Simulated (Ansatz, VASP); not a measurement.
# Two plane-wave programs on BiTe

```xyz
2
Lattice="0.0000 3.2350 3.2350 3.2350 0.0000 3.2350 3.2350 3.2350 0.0000" Properties=species:S:1:pos:R:3 pbc="T T T"
Bi    0.0000    0.0000    0.0000
Te    3.2350    3.2350    3.2350
```

Alike in both runs: task electric field gradients; functional PBE; k mesh 10 × 10 × 10; occupations fermi-dirac, width 0.08 eV; no spin polarisation.

```csv
,VASP,Ansatz
version,VASP 6.6.1,Ansatz 0.2.0
potentials or method,"VASP PAW PBE potentials, release 64 (Bi_d, Te)","PAW with Ansatz's default frozen-core files, scalar-relativistic"
plane-wave cutoff (eV),520,420
valence electrons in the cell,21,31
```

```tsv
	VASP	Ansatz	Ansatz less VASP
pressure (GPa)	0.7	0.8	+0.05
Vzz of the field gradient on the site that differs most (V/Å²)	0.0	0.0	0.00
```

The functional is the same, so the differences come from potentials, cutoffs and numerics. The two sets of potentials don't hold the same shells in valence. Ansatz warned: «gradients_without_spin_orbit».
